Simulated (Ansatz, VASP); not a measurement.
## GaAs in VASP and in Ansatz

```
As Ga
1.0
     0.00000    2.82685    2.82685
     2.82685    0.00000    2.82685
     2.82685    2.82685    0.00000
As Ga
1 1
Direct
  0.75000 0.75000 0.75000
  0.00000 0.00000 0.00000
```

Alike in both runs: task relaxation of cell and atoms; functional PBE; k mesh 8 × 8 × 8; occupations fermi-dirac, width 0.05 eV; no spin polarisation.

|  | VASP | Ansatz |
| --- | --- | --- |
| version | VASP 6.6.1 | Ansatz 0.2.0 |
| potentials or method | VASP PAW PBE potentials, release 64 (As, Ga_d) | Ansatz PAW |
| plane-wave cutoff (eV) | 600 | 420 |
| valence electrons in the cell | 18 | 28 |

|  | VASP | Ansatz | Ansatz less VASP |
| --- | --- | --- | --- |
| gap on the k mesh at the Fermi level, each at its own relaxed structure (eV) | 0.14 | 0.16 | +0.016 |
| relaxed volume (Å³/atom) | 23.77 | 23.71 | -0.060 |
| relaxed cell length with the largest relative difference (Å) | 4.066 | 4.063 | -0.0034 |
| energy change over the relaxation (meV/atom) | -12 | -11 | +1.2 |

The two sets of potentials don't hold the same shells in valence.

Caveats: the plane-wave basis is chosen anew once the cell has moved, so the energies of steps on either side of that aren't comparable (Ansatz). A hybrid or GW would open this gap; PBE tends to underestimate it. PBE usually gives volumes a little too large and moduli too small. Zero-point motion and thermal expansion aren't in these numbers.
